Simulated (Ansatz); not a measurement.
Entries from a set of simulations; values are calculated unless marked as measured.

```json
{"subject": "In3GaP4 (ordered model alloy, started on the GaP lattice) (Amm2): band gap by G0W0 on HSE06", "lattice_ang": [[0.0, 5.7213, -5.7213], [5.7284, 5.7171, -0.0043], [5.7284, 0.0043, -5.7171]], "atoms": [["In", 0.0008, 0.0001, 0.0001], ["In", 0.0009, 0.4991, 0.9991], ["Ga", 0.5, 0.5, 1.0], ["In", 0.499, 0.0001, 0.0001], ["In", 0.0008, 0.5001, 0.5001], ["In", 0.0009, 0.9991, 0.4991], ["Ga", 0.5, 1.0, 0.5], ["In", 0.499, 0.5001, 0.5001], ["P", 0.8585, 0.3805, 0.8805], ["P", 0.8751, 0.8749, 0.8749], ["P", 0.385, 0.865, 0.865], ["P", 0.3805, 0.3805, 0.8805], ["P", 0.8585, 0.8805, 0.3805], ["P", 0.8751, 0.3749, 0.3749], ["P", 0.385, 0.365, 0.365], ["P", 0.3805, 0.8805, 0.3805]], "method": "G0W0 on HSE06, plane waves, PAW; PAW set soft_1 (and 1 further level or step)", "program": "Ansatz 0.2.0", "settings_of_one_run": "cutoff 420 eV, 2×2×2 k-mesh, PAW set soft 1, empty bands 487, screening cutoff 69 eV, screening contour deformation, QP bands (v4, c4), pair correlation miss 0.424", "cost": "2 runs, 14 min in all on 4 threads of Arm Neoverse V1, shared host (the runs of this entry)", "notes": "The structure was built from a prototype and need not be the compound’s stable phase. In doubt: masses and optical values from hybrid runs of this build are listed as unsure (in some of the runs), which bears on the screening that GW takes from such a start. The structure was relaxed with LDA. Limits: no spin-orbit coupling. No second run with other bands and screening cutoff is shown, so the distance to the basis limit is not known. On another start, G0W0@LDA runs of this series (2×2×2 mesh, soft_1 PAW; not shown as steps) give 1.153 eV with 337 bands and 46 eV and 1.218 eV with 1120 bands and 115 eV. The program doubts an edge level of G0W0@LDA with 337 bands (2×2×2, soft_1 PAW).", "results": {"hse06_gap_over_mesh_and_listed_points": "1.588 eV, in a supercell, where edges may be folded", "g0w0_hse06_gap_over_all_5_irreducible_mesh_points": "1.726 eV, in a supercell, where edges may be folded", "gw_settings": "2×2×2 mesh, 487 empty bands, screening to 69 eV, PAW set soft_1 files", "known_limits": "finite bands, screening cutoff and k mesh; no spin-orbit coupling in G0W0; d shells not analysed; folded zone"}}
```

[Paths, hosts, dates, memory and timing lines, banners, echoed tables and standing remarks are left out of the program output.]

[Logs are printed without paths, hosts, clocks, repeated set-up lines and the standing remarks that a program may print on its own settings, such as how far it seeks lower states.]

[Runs of the session that timed out or met a known fault of the program may be left out.]

[Cells called generated may have been cut or substituted from an entry of the Crystallography Open Database or the Materials Project.]

[Hosts, paths, dates, database ids (printed as entryN), source tags and the programs' standing remarks are cut or masked in the printed files.]
